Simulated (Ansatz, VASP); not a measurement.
**Zn, level by level in two programs**

```xyz
1
Lattice="-1.5897 1.5897 1.5897 1.5897 -1.5897 1.5897 1.5897 1.5897 -1.5897" Properties=species:S:1:pos:R:3 pbc="T T T"
Zn    0.0000    0.0000    0.0000
```

This isn't the form of Zn at room conditions, which is hcp.

Single points on this cell with VASP 6.6.1 and Ansatz 0.2.0. Each row is one pair of runs. Alike in all rows: spin: off; k mesh: 12 × 12 × 12; smearing: fermi-dirac, width 0.05 eV.

| level | VASP's potentials, cutoff | Ansatz's potentials, cutoff | gap on the k mesh at the Fermi level (eV), VASP | gap on the k mesh at the Fermi level (eV), Ansatz | pressure (GPa), VASP | pressure (GPa), Ansatz |
| --- | --- | --- | --- | --- | --- | --- |
| r2SCAN | VASP PAW PBE potentials, release 64 (Zn), 520 eV | Ansatz PAW, 500 eV | none | none | -6.9 | -6.9 |
| LDA | VASP PAW LDA potentials, release 64 (Zn), 520 eV | Ansatz PAW, 420 eV | none | none | -9.4 | -9.8 |
| PBEsol | VASP PAW PBE potentials, release 64 (Zn), 520 eV | Ansatz PAW, 420 eV | none | none | -6.6 | -7.0 |

Pressure (GPa): the two programs differ by at most 0.35.

A gap of «none» marks a metal or a gap that the smearing closes.

Caveats: the PAW data sets were made with another functional, which shifts forces and pressure a little (VASP); the PAW data sets come from PBE, with cores solved anew for the run's functional, which leaves a small shift of forces and pressure (Ansatz).
